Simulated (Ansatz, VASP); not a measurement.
# CdS (Hawleyite) in two plane-wave programs, part 2 of 2

Aim: how closely do two programs agree when they are given the same cell, functional and k mesh? The cell is taken from a series of VASP runs on this material, whose earlier steps may have relaxed, scaled or displaced it; both programs get it as it stands.

VASP 6.6.1 and Ansatz 0.2.0.

So far: The starting structure; Ansatz: band structure, HSE06; VASP: band structure, HSE06.

**4. Side by side**

Known differences besides the potentials themselves: exact exchange at q = 0 is treated differently, which shows on coarse meshes; VASP keeps PBE cores, Ansatz makes them for the functional; the data sets hold 26 valence electrons in Ansatz (default PAW (the set named soft_2) files) and 18 in VASP; the cutoff is 420 eV in Ansatz and 357 eV in VASP; VASP takes a coarser grid for exact exchange (PRECFOCK = Fast). Total energies have different zeros and are not compared.

Compared:

```
                     quantity  Ansatz   VASP  difference
gap over the path points (eV)   2.196  2.197      -0.001
```

Levels at points of the path, from each program's valence-band top (eV; 4 filled, then empty):

```
k (reciprocal lattice)                                   Ansatz                                     VASP
     0.000 0.000 0.000      -8.41 0.00 0.00 0.00 2.20 7.72 7.72      -8.37 0.00 0.00 0.00 2.20 7.73 7.73
     0.500 0.000 0.500  -7.90 -4.22 -2.01 -2.01 4.47 5.50 10.54  -7.87 -4.23 -2.02 -2.02 4.46 5.49 10.58
     0.500 0.222 0.722   -7.73 -4.12 -2.38 -2.36 6.32 6.74 8.60   -7.69 -4.13 -2.39 -2.37 6.32 6.74 8.62
     0.403 0.347 0.750   -7.77 -4.15 -2.69 -1.70 5.39 6.68 9.53   -7.74 -4.16 -2.70 -1.71 5.38 6.69 9.55
     0.125 0.125 0.250   -8.40 -1.84 -0.71 -0.19 3.81 7.17 8.14   -8.36 -1.84 -0.72 -0.19 3.81 7.18 8.14
     0.278 0.278 0.278   -8.41 -2.97 -0.49 -0.49 3.99 7.57 8.28   -8.37 -2.98 -0.49 -0.49 3.98 7.59 8.28
     0.556 0.389 0.556   -7.91 -4.48 -1.70 -1.07 5.08 7.14 8.79   -7.88 -4.50 -1.71 -1.07 5.08 7.15 8.81
     0.583 0.250 0.667   -7.76 -4.15 -2.67 -1.78 5.52 6.69 9.35   -7.73 -4.16 -2.68 -1.78 5.52 6.70 9.38
     0.500 0.306 0.694   -7.76 -4.14 -2.56 -1.91 6.41 6.64 8.23   -7.72 -4.15 -2.57 -1.92 6.40 6.65 8.25
     0.486 0.486 0.528   -7.99 -4.67 -0.88 -0.82 4.22 8.01 8.21   -7.95 -4.69 -0.88 -0.82 4.21 8.02 8.22
```

Among the levels compared at these points, filled levels agree within 42 meV and empty ones within 41 meV.

**5. Ansatz: band structure, r2SCAN-EpsX with an exact-exchange share of 0.151**

Levels along a path test the potential and the projectors away from the mesh points.

The cell is taken from a series of VASP runs on this material, whose earlier steps may have relaxed, scaled or displaced it; both programs get it as it stands.

File input.yaml:

```yaml
crystal:
  lattice:
    - [0.0, 2.9165, 2.9165]
    - [2.9165, 0.0, 2.9165]
    - [2.9165, 2.9165, 0.0]
  atoms:
    - { symbol: Cd, position: [0.0, 0.0, 0.0] }
    - { symbol: S, position: [0.75, 0.75, 0.75] }
hamiltonian:
  xc: { exchange: r2scan, correlation: r2scan, exx: { coeff: 0.151 } }
  pseudopotentials: { kind: paw }
kpoints:
  mp_grid: { grid: [4, 4, 4] }
  band_path:
    path:
      - [0.0, 0.0, 0.0]
      - [0.5, 0.0, 0.5]
      - [0.5, 0.22222, 0.72222]
      - [0.40278, 0.34722, 0.75]
      - [0.125, 0.125, 0.25]
      - [0.27778, 0.27778, 0.27778]
      - [0.55556, 0.38889, 0.55556]
      - [0.58333, 0.25, 0.66667]
      - [0.5, 0.30556, 0.69444]
      - [0.48611, 0.48611, 0.52778]
      - [0.625, 0.25, 0.625]
      - [0.5, 0.0, 0.5]
    npoints: 1
scf:
  occupations: { method: gaussian, width: 0.03 }
  n_extra_bands: 7
output:
  forces: true
  stress: true
  eigenvalues: true
```

The run is started by

```console
ansatz run input.yaml --threads 4 --pin off --max-ram 9216MiB --backend cpu --events-out ev --progress --plain --runs-dir out
```

Numbers of over 12 decimals in the logs are rounded to 6 here.

The log of the run:

```text
[...]
Crystal: 2 atoms, lattice volume = 49.615 Å³
Basis set: ecut = 500 eV, 1243 PW (Γ), exchange–correlation on 128×128×128 points (64 copies of the dense FFT grid, shifted against one another)
Bands: 20, of which v1, the nominal top of the filled ones, is band 13 counted from 1 (12 counted from 0)
Symmetry: 24 space group operations
[...]
k-points: 8 of 64 (time reversal used)
[...]
--- Band table (eV; the first three rows and the last of 8) ---
  k-point 0: bands = [... 9 lower, -2.0997, 6.1052, 6.1052, 6.1052, 8.6061, 14.1958, 14.1958, 14.1958, ... 3 higher]
  k-point 1: bands = [... 9 lower, -2.0956, 3.5097, 5.6854, 5.6854, 10.2976, 13.8485, 14.7121, 14.7121, ... 3 higher]
  k-point 2: bands = [... 9 lower, -1.6853, 1.4504, 5.3056, 5.3056, 10.5572, 14.5969, 14.5969, 15.0305, ... 3 higher]
  k-point 7: bands = [... 9 lower, -1.4191, 2.0415, 3.7137, 3.7363, 12.7662, 13.2053, 14.9248, 15.4971, ... 3 higher]
[key lines of the parts left out:]
Free energy (F): -9175.322310 eV
Fermi energy:    7.355850 eV
P = ⅓ Tr σ = 1.2541 GPa (12.541 kbar)
```

Run time: 16 s. Hardware: 4 threads of Arm Neoverse V2, shared host; peak memory 0.83 GiB; 55 s of CPU time.

**6. VASP: band structure, r2SCAN-EpsX with an exact-exchange share of 0.151**

The same cell, functional, mesh and smearing now go to VASP, with its own data sets and cutoff.

The run reads the wave functions of an earlier VASP run, which isn't shown here.

File INCAR:

```
SYSTEM = CdS
PREC = Accurate
ENCUT = 357
EDIFF = 1E-06
NELM = 100
ISMEAR = 0
SIGMA = 0.03
LREAL = .FALSE.
ALGO = Normal
LHFCALC = .TRUE.
AEXX = 0.151
METAGGA = R2SCAN
LASPH = .TRUE.
NBANDS = 15
PRECFOCK = Fast
HFRCUT = -1
LORBIT = 11
LWAVE = .FALSE.
LCHARG = .FALSE.
KPAR = 4
```

File POSCAR:

```
CdS
1.0
    0.0000000000      2.9165000000      2.9165000000
    2.9165000000      0.0000000000      2.9165000000
    2.9165000000      2.9165000000      0.0000000000
Cd S
1 1
Direct
    0.0000000000      0.0000000000      0.0000000000
    0.7500000000      0.7500000000      0.7500000000
```

File KPOINTS:

```
Automatic mesh
0
Gamma
4 4 4
0 0 0
```

File KPOINTS_OPT:

```
Line mode
10
Line-mode
Reciprocal
  0.00000000   0.00000000   0.00000000 GAMMA
  0.50000000   0.00000000   0.50000000 X

  0.50000000   0.00000000   0.50000000 X
  0.50000000   0.25000000   0.75000000 W

  0.50000000   0.25000000   0.75000000 W
  0.37500000   0.37500000   0.75000000 K

  0.37500000   0.37500000   0.75000000 K
  0.00000000   0.00000000   0.00000000 GAMMA

  0.00000000   0.00000000   0.00000000 GAMMA
  0.50000000   0.50000000   0.50000000 L

  0.50000000   0.50000000   0.50000000 L
  0.62500000   0.25000000   0.62500000 U

  0.62500000   0.25000000   0.62500000 U
  0.50000000   0.25000000   0.75000000 W

  0.50000000   0.25000000   0.75000000 W
  0.50000000   0.50000000   0.50000000 L

  0.50000000   0.50000000   0.50000000 L
  0.37500000   0.37500000   0.75000000 K

  0.62500000   0.25000000   0.62500000 U
  0.50000000   0.00000000   0.50000000 X
```

Potentials, in the order of the species: Cd and S (PBE family, release 64).

The run is started by

```console
mpirun -np 4 vasp_std
```

The log of the run:

```text
[banner, memory and clock lines left out]
running    4 mpi-ranks, on    1 nodes
[...]
|                                                                             |
|               ----> ADVICE to this user running VASP <----                  |
|                                                                             |
|     You enforced a specific xc type in the INCAR file but a different       |
|     [... a line on the potential file left out ...]
|     I HOPE YOU KNOW WHAT YOU ARE DOING!                                     |
|                                                                             |

 LDA part: xc-table for (None), standard interpolation
 found WAVECAR, reading the header
 POSCAR, INCAR and KPOINTS ok, starting setup
[...]
HFRCUT set to (new)   9.118060
 reading WAVECAR
 the WAVECAR file was read successfully
 initial charge from wavefunction
 entering main loop
       N       E                     dE             d eps       ncg     rms          rms(c)
[...]
DAV:   8    -0.273596794737E+02   -0.28068E-05   -0.51916E-06   275   0.227E-02    0.931E-02
DAV:   9    -0.273596798133E+02   -0.33951E-06   -0.22221E-06   267   0.146E-02
   1 F= -.27359680E+02 E0= -.27359680E+02  d E =-.424374E-24
 Start KPOINTS_OPT (optional k-point list driver)
k-point batch [1-8\100]
       N       E                     dE             ncg
DAV:   1     0.655604614556E+02   -0.15563E+04      248
DAV:   2    -0.823321418869E+03   -0.88888E+03      268
DAV:   3    -0.860755370285E+03   -0.37434E+02      331
DAV:   4    -0.861119631695E+03   -0.36426E+00      317
DAV:   5    -0.861122422412E+03   -0.27907E-02      324
DAV:   6    -0.861122471135E+03   -0.48724E-04      317
DAV:   7    -0.861122472507E+03   -0.13713E-05      310
DAV:   8    -0.861122472548E+03   -0.41273E-07      239
[...]
k-point batch [97-100\100]
       N       E                     dE             ncg
DAV:   1     0.206573594905E+04   -0.22640E+04      144
DAV:   2     0.170296404084E+04   -0.36277E+03      148
DAV:   3     0.169069883043E+04   -0.12265E+02      155
DAV:   4     0.169059335658E+04   -0.10547E+00      176
DAV:   5     0.169059246679E+04   -0.88979E-03      176
DAV:   6     0.169059245323E+04   -0.13558E-04      162
DAV:   7     0.169059245296E+04   -0.27397E-06      139
```

Parts of OUTCAR (step 6):

```text
 POSITION                                       TOTAL-FORCE (eV/Angst)
 -----------------------------------------------------------------------------------
      0.00000      0.00000      0.00000        -0.000000     -0.000000     -0.000000
      4.37475      4.37475      4.37475         0.000000      0.000000      0.000000
 -----------------------------------------------------------------------------------
    total drift:                               -0.000133     -0.000127     -0.000080

  FREE ENERGIE OF THE ION-ELECTRON SYSTEM (eV)
  ---------------------------------------------------
  free  energy   TOTEN  =       -27.3596798133 eV

  energy  without entropy=      -27.3596798133  energy(sigma->0) =      -27.35967981

[... 2 parts as in an earlier step ...]

[... 1 further part left out ...]
[key lines of the parts left out:]
E-fermi :   0.7189
```

The k-mesh is coarse for unscreened exact exchange, which converges slowly with it.

**7. Comparison**

What differs besides the data sets and the points named for the pairs above, as far as they apply: the cutoff is 500 eV in Ansatz and 357 eV in VASP. Total energies have different zeros and are not compared.

Compared:

```
                     quantity  Ansatz   VASP  difference
gap over the path points (eV)   2.501  2.504      -0.003
```

Levels at points of the path, from each program's valence-band top (eV; 4 filled, then empty):

```
k (reciprocal lattice)                                   Ansatz                                     VASP
     0.000 0.000 0.000      -8.21 0.00 0.00 0.00 2.50 8.09 8.09      -8.13 0.00 0.00 0.00 2.50 8.09 8.09
     0.500 0.000 0.500  -7.71 -4.16 -2.00 -2.00 4.72 5.77 10.87  -7.65 -4.18 -2.02 -2.02 4.71 5.76 10.91
     0.500 0.222 0.722   -7.53 -4.07 -2.38 -2.36 6.55 7.04 8.96   -7.47 -4.08 -2.39 -2.37 6.55 7.04 8.98
     0.403 0.347 0.750   -7.57 -4.10 -2.70 -1.69 5.65 6.96 9.83   -7.51 -4.12 -2.71 -1.70 5.64 6.96 9.86
     0.125 0.125 0.250   -8.19 -1.82 -0.70 -0.19 4.11 7.49 8.51   -8.12 -1.82 -0.71 -0.19 4.11 7.50 8.51
     0.278 0.278 0.278   -8.20 -2.94 -0.49 -0.49 4.30 7.86 8.63   -8.13 -2.95 -0.49 -0.49 4.30 7.88 8.63
     0.556 0.389 0.556   -7.71 -4.45 -1.70 -1.06 5.40 7.39 9.12   -7.65 -4.47 -1.70 -1.07 5.39 7.40 9.14
     0.583 0.250 0.667   -7.57 -4.10 -2.68 -1.77 5.78 6.97 9.67   -7.50 -4.11 -2.69 -1.78 5.78 6.97 9.69
     0.500 0.306 0.694   -7.56 -4.09 -2.57 -1.90 6.66 6.92 8.57   -7.50 -4.11 -2.58 -1.91 6.66 6.92 8.58
     0.486 0.486 0.528   -7.79 -4.64 -0.87 -0.82 4.53 8.31 8.53   -7.72 -4.66 -0.88 -0.82 4.53 8.31 8.54
```

Among the levels compared at these points, filled levels agree within 72 meV and empty ones within 43 meV.

**8. Summary of results**

| Quantity | Value |
| --- | --- |
| difference in gap over the path points (band structure, HSE06) | -6.0e-4 eV |
| difference in gap over the path points (band structure, r2SCAN-EpsX with an exact-exchange share of 0.151) | -0.0029 eV |

What this shows: The difference in gap over the path points is -0.0029 eV (band structure, r2SCAN-EpsX with an exact-exchange share of 0.151), within the 0.08 eV picked in this series as the mark of a large difference. How closely two codes agree says nothing of how well the functional describes the real material.

[Lines on the potential files, build, host, timing and source positions are cut from VASP's logs without a mark.]

[Logs are printed without paths, hosts, clocks, repeated set-up lines and the standing remarks that a program may print on its own settings, such as how far it seeks lower states.]

[Hosts, paths, dates, database ids (printed as entryN), source tags and the programs' standing remarks are cut or masked in the printed files.]
